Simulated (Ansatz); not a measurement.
Crystal: FeGe.

```xyz
8
Lattice="4.6890 0.0000 0.0000 0.0000 4.6890 0.0000 0.0000 0.0000 4.6890" Properties=species:S:1:pos:R:3 pbc="T T T"
Ge    0.7409    1.6036    3.0854
Ge    1.6036    3.0854    0.7409
Ge    3.0854    0.7409    1.6036
Ge    3.9481    3.9481    3.9481
Fe    4.0560    2.9775    1.7115
Fe    2.9775    1.7115    4.0560
Fe    1.7115    4.0560    2.9775
Fe    0.6330    0.6330    0.6330
```

Alike in all runs: program Ansatz 0.2.0; functional PBEsol; potentials or basis Ansatz PAW; cutoff 420 eV (not typed: the program's choice for these potentials); k mesh 6 × 6 × 6; occupations fermi-dirac, width 0.05 eV.

The same cell was started in several ways:

```csv
start,free energy over the lowest (meV/atom),net moment (μB),site or absolute moments (μB),gap
"collinear spin, ferromagnetic start of up to 3 μB",0.0,4.21,Ge -0.05; Fe +1.16,none (metal or under the smearing width)
"collinear spin, ferromagnetic start of up to 4.5 μB",0.0,4.21,Ge -0.05; Fe +1.16,none (metal or under the smearing width)
no spin polarisation,30.1,-,-,-
"collinear spin, ferrimagnetic start of up to 3 μB",0.0,4.21,Ge -0.05; Fe +1.16,none (metal or under the smearing width)
```

Allowing spin polarisation gains 30 meV/atom. A still lower state may exist.

Caveats: the starting moments weren't kept (some runs).
